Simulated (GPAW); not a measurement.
BP: band structure with revTPSS

Crystal: BP.

```
P B
1.0
     0.00000    2.26900    2.26900
     2.26900    0.00000    2.26900
     2.26900    2.26900    0.00000
P B
1 1
Direct
  0.25000 0.25000 0.25000
  0.00000 0.00000 0.00000
```

```
Program             : GPAW 26.7.0
Task                : band structure
Functional          : revTPSS
Potentials or basis : GPAW PAW data sets (gpaw-data 1.2.1)
Cutoff              : 800 eV
Basis               : pw
k mesh              : 10 × 10 × 10
Occupations         : fermi-dirac, width 0.05 eV
Spin                : no spin polarisation
Eigensolver         : davidson
Maxiter             : 150
Band path           : GXWKGLUWLK,UX
Band points         : 100
```

```yaml
Pressure: -0.4 GPa
Band_gap_on_the_k_mesh: 1.18 eV, indirect (least direct gap 3.54 eV)
Band_gap_along_the_path: 1.17 eV, indirect (least direct gap 3.54 eV)
```

Levels at the corners of the path, in eV from the valence-band top:
```csv
point,band 2,band 3,band 4,band 5,band 6,band 7
Γ,0.00,0.00,0.00,3.54,3.54,3.54
X,-8.78,-4.18,-4.18,1.25,1.59,12.43
W,-8.24,-5.80,-5.59,5.33,6.72,7.49
K,-8.35,-6.37,-3.56,2.10,6.04,10.00
Γ,0.00,0.00,0.00,3.54,3.54,3.54
L,-9.24,-1.78,-1.78,3.83,4.82,4.82
U,-8.35,-6.37,-3.56,2.10,6.04,10.00
W,-8.24,-5.80,-5.59,5.33,6.72,7.49
L,-9.24,-1.78,-1.78,3.83,4.82,4.82
K,-8.35,-6.37,-3.56,2.10,6.04,10.00
U,-8.35,-6.37,-3.56,2.10,6.04,10.00
X,-8.78,-4.18,-4.18,1.25,1.59,12.43
```

It took 2.1 min on 1 thread of Arm Neoverse V1 (shared host), peak memory 0.27 GiB.

Caveat: the PAW data sets were made with another functional, which shifts forces and pressure a little.
